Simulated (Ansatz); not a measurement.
Debugging a frozen displacement of one atom of CoSi2, space group Fm-3m (the Python package of Ansatz (0.2.0)).

`cosi2.py`:
```python
"""Frozen displacement of one atom in CoSi2."""

import ansatz as az
import numpy as np


def main() -> None:
    structure = (
        az.Lattice.of((0.0, 2.678, 2.678), (2.678, 0.0, 2.678), (2.678, 2.678, 0.0))
        .atom("Co", (0.0, 0.0, 0.0))
        .atom("Si", (0.25, 0.25, 0.25))
        .atom("Si", (0.75, 0.75, 0.75))
        .moments(Co=3.2)
    )

    inverse = np.linalg.inv(np.array(structure.lattice.vectors))
    home = np.array(structure.sites[0].position)
    values = np.linspace(-0.1, 0.1, 5)
    energies, pulls = [], []
    for shift in values:
        moved = structure.move(0, to=home + shift * inverse[1])
        job = (
            moved.calculation()
            .functional(az.Functional.PBE)
            .pseudopotentials("paw")
            .basis(450)
            .kpoints(spacing=0.24)
            .occupations(az.OccupationsMethod.GAUSSIAN, width=50 * az.meV)
            .spin("collinear")
            .forces()
        )
        report = job.report
        energies.append(report["free_energy_ev"])
        pulls.append(report["forces_ev_ang"][0][1])

    # the force is minus the slope of the free energy
    print("shift (A)   dE (eV)   force along y (eV/A)")
    for shift, e, f in zip(values, energies, pulls):
        print(f"{shift:8.3f} {e - energies[2]:10.5f} {f:12.4f}")
    print(f"stiffness from energies {2 * np.polyfit(values, energies, 2)[0]:.3f}, from forces {-np.polyfit(values, pulls, 1)[0]:.3f} eV/A^2")


if __name__ == "__main__":
    main()
```

Running `python cosi2.py` prints:
```text
Traceback (most recent call last):
  File "cosi2.py", line 44, in <module>
    main()
    ~~~~^^
  File "cosi2.py", line 32, in main
    report = job.report
             ^^^^^^^^^^
AttributeError: 'Calculation' object has no attribute 'report'
```

What is wrong, and how is it mended?

The fault: the calculation is never run. The change:

The script, `cosi2.py`:
```python
"""Frozen displacement of one atom in CoSi2."""

import ansatz as az
import numpy as np


def main() -> None:
    structure = (
        az.Lattice.of((0.0, 2.678, 2.678), (2.678, 0.0, 2.678), (2.678, 2.678, 0.0))
        .atom("Co", (0.0, 0.0, 0.0))
        .atom("Si", (0.25, 0.25, 0.25))
        .atom("Si", (0.75, 0.75, 0.75))
        .moments(Co=3.2)
    )

    inverse = np.linalg.inv(np.array(structure.lattice.vectors))
    home = np.array(structure.sites[0].position)
    values = np.linspace(-0.1, 0.1, 5)
    energies, pulls = [], []
    for shift in values:
        moved = structure.move(0, to=home + shift * inverse[1])
        job = (
            moved.calculation()
            .functional(az.Functional.PBE)
            .pseudopotentials("paw")
            .basis(450)
            .kpoints(spacing=0.24)
            .occupations(az.OccupationsMethod.GAUSSIAN, width=50 * az.meV)
            .spin("collinear")
            .forces()
        )
        report = job.run().report
        energies.append(report["free_energy_ev"])
        pulls.append(report["forces_ev_ang"][0][1])

    # the force is minus the slope of the free energy
    print("shift (A)   dE (eV)   force along y (eV/A)")
    for shift, e, f in zip(values, energies, pulls):
        print(f"{shift:8.3f} {e - energies[2]:10.5f} {f:12.4f}")
    print(f"stiffness from energies {2 * np.polyfit(values, energies, 2)[0]:.3f}, from forces {-np.polyfit(values, pulls, 1)[0]:.3f} eV/A^2")


if __name__ == "__main__":
    main()
```

After the fix:

Running `python cosi2.py` prints:
```text
DeckWarning: where an SCF of this run starts from atoms to list the orders of its open shells, Co (site 0, from 0) starts with 3.00 μB on its 3d shell, in the place of the 3.20 μB that the deck gives [...]
RunWarning: the starting moments were not kept: the SCF closed with an absolute magnetisation of 2.7e-7 μB, where they sum to 3.2 μB in size (1 site). That is at most 0.1 of that sum. Measured as [...]
shift (A)   dE (eV)   force along y (eV/A)
  -0.100    0.05834       1.1671
  -0.050    0.01458       0.5833
   0.000    0.00000       0.0000
   0.050    0.01458      -0.5833
   0.100    0.05834      -1.1671
stiffness from energies 11.668, from forces 11.670 eV/A^2
```
(Warnings from the package without file and line, shortened, repeats left out.)

The SCF didn't keep the moments it started from (some shrank, vanished or turned); what is printed is the state reached. In a metal a curvature from energy changes of a few meV or less hangs on mesh and smearing, in size and even in sign. Of the deposited cell: the entry's cell lengths or inner coordinates differ somewhat from later room-temperature determinations. The structure is a deposited one; some such entries were measured under pressure or heat, so a shift against it needn't be the functional's error alone. All periodic images of the atom move with it, so the curvature is one diagonal element of the zone-centre force constants and no normal mode; a positive value doesn't exclude soft modes in which several atoms move. Run time: 89 s on 1 thread of Intel(R) Xeon(R) Platinum 8259CL CPU @ 2.50GHz (Skylake/Cascade Lake) (shared host), peak memory 0.52 GiB.
